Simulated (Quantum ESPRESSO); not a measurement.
**SrO and the effect of the dispersion correction**

The cell as given:

Symmetry: Fm-3m, No. 225, cubic system. The conventional cell has a = 5.133 Å, b = 5.133 Å, c = 5.133 Å, α = 90.00°, β = 90.00°, γ = 90.00°. Sr (site symmetry m-3m) has 6 O at 2.57 Å as nearest neighbours. Around O (site symmetry m-3m) lie 6 Sr at 2.57 Å.

Kept alike: task relaxation of cell and atoms; functional PBE; k mesh 9 × 9 × 9; occupations fermi-dirac, width 0.05 eV; no spin polarisation. Program: Quantum ESPRESSO, PseudoDojo 0.4.1 SR PBE standard, cutoff 1143 eV. The mesh is that of the run's cell of 2 atoms. No spin-orbit coupling.

```csv
dispersion correction,volume (Å³/atom)
D2,16.689
D3(zero),17.115
D3(BJ),17.076
D3M(BJ),14.828
none,17.479
rVV10,16.994
```

The relaxations keep at least the cell's symmetry (Fm-3m). Relaxations stop with a little pressure left, so the last digits of a volume or edge aren't settled.

What does the dispersion correction change here?

The volume runs from 14.828 (D3M(BJ)) to 17.479 Å³/atom (none). Against no correction: D2 -4.5 %; D3(zero) -2.1 %; D3(BJ) -2.3 %; D3M(BJ) -15.2 %; rVV10 -2.8 %. Dispersion terms mostly attract and so lower the volume; the schemes' coefficients and damping set how far. Measured: 17.18 Å³/atom at 298.15 K (a printed reference work); nearest D3(zero), 0.07 Å³/atom off. The runs are for a static lattice.
